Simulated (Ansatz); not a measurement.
# Chromium, fcc under PBE: ground state and equation of state

The plan for chromium in the fcc structure: relax it, solve it on a dense k-mesh, switch on spin-orbit coupling, then scale the cell to 7 volumes from 88 to 112 % of the relaxed one and try a fit of the equation of state. The k-meshes are 15×15×15 for the relaxation; 24×24×24 for the dense run; 15×15×15 for spin-orbit coupling; 17×17×17 for the volumes.

This is Cr in the fcc structure; at room conditions it is bcc.

Program: Ansatz 0.2.0. Level of theory: DFT PBE, plane waves (420 eV) with PAW, scalar-relativistic. These are calculated values, not measurements.

**1. Starting point**

It takes space group Fm-3m (No. 225, cubic). Conventional cell: a = 3.633 Å, b = 3.633 Å, c = 3.633 Å, α = 90.00°, β = 90.00°, γ = 90.00°. Cr (site symmetry m-3m) has 12 Cr at 2.57 Å as nearest neighbours.

Structure file:

```
CELL_PARAMETERS angstrom
0.00000 1.81674 1.81674
1.81674 0.00000 1.81674
1.81674 1.81674 0.00000
ATOMIC_POSITIONS crystal
Cr 0.00000 0.00000 0.00000
```

**2. Relaxing cell and atoms**

Contents of input.yaml:

```yaml
crystal:
  lattice:
    - [0.0, 1.8167431579, 1.8167431579]
    - [1.8167431579, 0.0, 1.8167431579]
    - [1.8167431579, 1.8167431579, 0.0]
  atoms:
    - { symbol: Cr, position: [0.0, 0.0, 0.0] }
hamiltonian:
  xc: pbe
  pseudopotentials:
    kind: paw
    azcp:
      Cr: "pseudopotentials/Cr.paw.azcp"
basis:
  ecutwfc: 420
  fft_grid_basis: typed
kpoints:
  mp_grid: { grid: [15, 15, 15], shift: [0, 0, 0] }
magnetization:
  spin_polarized: false
scf:
  occupations: { method: fermi_dirac, width: 0.1 }
relax:
  max_steps: 60
  f_tol: 0.01
  cell: {}
```

On the command line:

```console
$ ansatz run input.yaml --threads 1 --pin off --max-ram 3584MiB --backend cpu --events-out ev --progress --plain --runs-dir out
```

The runs that follow: The energy on a finer k-mesh; A two-component run at the same geometry; The cell scaled to 88 % of its volume; The cell scaled to 92 % of its volume; The cell scaled to 96 % of its volume; The cell scaled to 100 % of its volume; The cell scaled to 104 % of its volume; The cell scaled to 108 % of its volume; The cell scaled to 112 % of its volume.

Q: Predict the outcome of this session. Wanted: space group; conventional cell; volume; shortest distance; gap on the mesh; relative to bcc, antiferromagnetic; V₀, B₀, B₀′.

**Answer**, as computed:

| quantity | value |
| --- | --- |
| space group (spins left aside) | Fm-3m (No. 225) |
| conventional cell | a = 3.624 Å |
| volume | 11.904 Å³/atom |
| shortest distance | 2.563 Å |
| gap on the mesh | none (levels filled in part) |
| relative to bcc, antiferromagnetic | +408 meV/atom |
| V₀, B₀, B₀′ | 11.876 Å³/atom, 238 GPa, 4.2 |

In words: The relaxation shrank the cell by 0.7 % in volume. It lies 408 meV/atom above the element's reference form at the same level (bcc, antiferromagnetic, from a run of its own); part of this is magnetic energy, as this run has no moments. No gap shows: it is a metal or semimetal at this level. Totals with and without spin-orbit coupling (-0.12 eV/atom apart) can't be read as binding, since the two-component data shift the zero of energy. The fitted modulus is 238 GPa. The symmetry was held, so the structure may be unstable against distortions that break it.
